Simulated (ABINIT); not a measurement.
Al:

```xyz
1
Lattice="2.7218 0.0000 0.0000 0.0000 2.7218 0.0000 0.0000 0.0000 2.7218" Properties=species:S:1:pos:R:3 pbc="T T T"
Al    0.0000    0.0000    0.0000
```

The cell was built by a generator and needn't be a form met in nature.

Base run:

| Property | Result |
| --- | --- |
| Program | ABINIT 10.8.3 (patched build) |
| Functional | PBEsol |
| Potentials or basis | JTH PAW PBE v2.0 |
| Cutoff | 490 eV |
| k mesh | 10 × 10 × 10 |
| Occupations | fermi-dirac, width 0.05 eV |
| Spin | no spin polarisation |

Its results: band gap on the k mesh none (metal or under the smearing width); pressure -0.9 GPa.

Problem. After a change of settings the same cell gave: band gap on the k mesh none (metal or under the smearing width); pressure 0.6 GPa. Which change was it?
A. functional from PBEsol to AM05
B. functional from PBEsol to PW91
C. functional from PBEsol to SCAN
D. functional from PBEsol to r2SCAN

Solution. B.

PW91 binds less tightly than PBEsol, so the same cell stands under more pressure.

Caveats: the PAW data sets were made with another functional, which shifts forces and pressure a little.

Runs at the PBE level aren't shown here.
